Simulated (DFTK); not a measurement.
The system is Te.

```
Te
1.0
     4.45400    0.00000    0.00000
    -2.22700    3.85728    0.00000
     0.00000    0.00000    5.92400
Te
3
Direct
  0.73100 0.73100 0.00000
  0.00000 0.26900 0.66667
  0.26900 0.00000 0.33333
```

Base run:

- Program: DFTK 0.8.2
- Functional: PBEsol
- Potentials or basis: cp2k.nc.sr.pbe.v0_1.semicore.gth (PBE, GTH)
- Cutoff: 544 eV
- k mesh: 7 × 7 × 5
- Occupations: fermi-dirac, width 0.05 eV
- Spin: no spin polarisation

Its results: pressure 0.2 GPa; largest force 0.337 eV/Å.

**Question.** The run is repeated on the same cell with these changes: potentials or basis from cp2k.nc.sr.pbe.v0_1.semicore.gth (PBE, GTH) to dojo.nc.sr.pbesol.v0_4_1.standard.upf (PBEsol); cutoff from 544 eV to 1088 eV; valence electrons from 18 to 48. What comes out?

**Answer.** Pressure -0.8 GPa; largest force 0.153 eV/Å.

Caveats: GTH potentials come without recommended cutoffs, and this one wasn't checked for convergence (some runs); the potentials were made for another functional, which shifts forces and pressure (some runs).

Not every run made on this cell is shown here.
